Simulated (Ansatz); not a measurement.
## ZnS: checking dH/dP = V

Computed with DFT r2SCAN, scalar-relativistic, plane waves, PAW (Ansatz 0.2.0). Run with 500 eV cutoff, 6×6×4 k-mesh, Gaussian smearing of 0.02 eV, no spin polarisation.

The relaxed crystal:

```
Zn S
1.0
     3.80652    0.00000    0.00000
    -1.90326    3.29654    0.00000
     0.00000    0.00000    6.24480
Zn S
2 2
Cartesian
  0.0000 2.1977 0.0021
  1.9033 1.0988 3.1246
  0.0000 2.1977 2.3397
  1.9033 1.0988 5.4621
```

Cell and atoms were relaxed at each target pressure within the start's symmetry (P6_3mc), at zero temperature; other phases can be more stable under pressure. H = E + PV with P the target; E is the free energy at the smearing used, whose derivative the pressure is, per atom and counted from zero pressure.

```
P (GPa) V (Å³/atom) E − E0 (meV) H − H0 (meV)
      0       19.590           0.0           0.0
      2       19.119           2.9         241.5
      5       18.502          16.3         593.7
     10       17.684          54.2        1158.0
     20       16.441         168.2        2220.6
     40       14.805         466.4        4162.6
```

Problem. Thermodynamics gives dH/dP = V along a relaxed path. Integrate V over P by the trapezoid rule and compare with the computed enthalpies.

Solution. With 1 eV/Å³ = 160.22 GPa, each step adds the mean volume times ΔP / 160.22:
| P (GPa) | ∫V dP (meV) | H − H0 (meV) | difference (meV) |
| --- | --- | --- | --- |
| 2 | 241.6 | 241.5 | 0.1 |
| 5 | 593.8 | 593.7 | 0.1 |
| 10 | 1158.5 | 1158.0 | 0.5 |
| 20 | 2223.4 | 2220.6 | 2.8 |
| 40 | 4173.7 | 4162.6 | 11.0 |

V(P) curves upward, so the trapezoid rule runs high; integrating a smooth curve through the same points (P as a polynomial of degree 4 in ln V) puts that excess at about 11.3 meV at 40 GPa, against the 11.0 meV found.

Problem. At 40 GPa, how much of the enthalpy change is stored energy and how much is the PV term?

Solution. E rises by 466 meV/atom and PV is 40 × 14.805 / 160.22 = 3696 meV/atom, so PV makes 89 % of ΔH. So between rival structures at high pressure a small difference in volume can outweigh the difference in energy: 1 % of this volume is worth 37.0 meV/atom at this pressure.

Problem. What bulk modulus do the lowest pressures give?

Solution. From the pressures that the runs reached, -2.00 GPa (20.127 Å³) and 2.00 GPa (19.119 Å³), B = −ΔP/Δln V = 4.00 / 0.0513 = 78 GPa, a mean over that range.

Problem. The gap is 2.652 eV at -2.00 GPa and 2.891 eV at 2.00 GPa. What pressure coefficient and volume deformation potential follow?

Solution. dE_g/dP = 59.7 meV/GPa, and a_V = dE_g/d ln V = −B dE_g/dP = -4.65 eV. A gap that opens under pressure, with a_V of several eV below zero, is what an s-like antibonding conduction edge gives, since compression pushes it up. If the edges move to other points of the zone within the range, this is a mean of two slopes. Gaps are generalised Kohn–Sham gaps over the whole zone.

The volume falls at every step but by less per unit pressure, so the lattice stiffens as it is squeezed. In a tetrahedral, partly ionic network, compression must soon shorten the Zn–S bonds themselves, and the overlap repulsion between filled shells then rises steeply. The agreement between integrated volume and enthalpy shows that energies and pressures are mutually consistent; it doesn't test how well the functional describes ZnS.

The gap near zero pressure is clearly below the measured one, as expected from a semilocal functional, which also tends to place the Zn 3d states too high and so exaggerates their repulsion with the S 3p valence edge. Its pressure shift is probably more reliable than its size, since much of such an error cancels in a difference.

ZnS is known to transform to the denser, six-coordinate rocksalt structure well below the highest pressure listed. The last rows therefore describe compressed wurtzite as a metastable reference, and a transition pressure would need the same enthalpy curve for rocksalt.
